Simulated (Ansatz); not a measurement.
MoP:

```
Mo P
1.0
     3.22300    0.00000    0.00000
    -1.61150    2.79120    0.00000
     0.00000    0.00000    3.19100
Mo P
1 1
Direct
  0.00000 0.00000 0.00000
  0.33333 0.66667 0.50000
```

| Property | Result |
| --- | --- |
| Program | Ansatz 0.2.0 |
| Task | relaxation of cell and atoms |
| Functional | RPBE |
| Dispersion | D3(BJ) |
| Potentials or basis | all-electron LAPW, scalar-relativistic |
| Basis error allowed | 0.001 eV/atom |
| k mesh | 10 × 10 × 8 |
| Occupations | fermi-dirac, width 0.05 eV |
| Spin | no spin polarisation |

At the start: volume 14.35 Å³/atom.

Question: Where does the relaxation end?

Answer: Over 6 steps the energy falls by 225.0 meV/atom and the volume is 12.45 Å³/atom (-13.3 %); space group P-6m2 (No. 187, to 0.05 Å).

The path:
```tsv
step	energy change (eV)	largest force (eV/Å)	volume (Å³)
1	0.0000	0.0000	28.71
2	-0.4395	0.0000	25.36
3	-0.4476	0.0000	24.74
4	-0.4500	0.0000	24.90
5	-0.4500	0.0000	24.89
6	-0.4500	0.0000	24.89
```

Final structure:
```cif
data_structure
_symmetry_space_group_name_H-M 'P 1'
_symmetry_Int_Tables_number 1
_cell_length_a 3.0329
_cell_length_b 3.0329
_cell_length_c 3.1246
_cell_angle_alpha 90.000
_cell_angle_beta 90.000
_cell_angle_gamma 120.000
_cell_volume 24.89
loop_
_atom_site_label
_atom_site_type_symbol
_atom_site_fract_x
_atom_site_fract_y
_atom_site_fract_z
_atom_site_occupancy
Mo1 Mo 0.00000 0.00000 0.00000 1
P1 P 0.33333 0.66667 0.50000 1
```

Caveat: the volume moved by -13 % from the deposited cell, more than functionals usually miss.
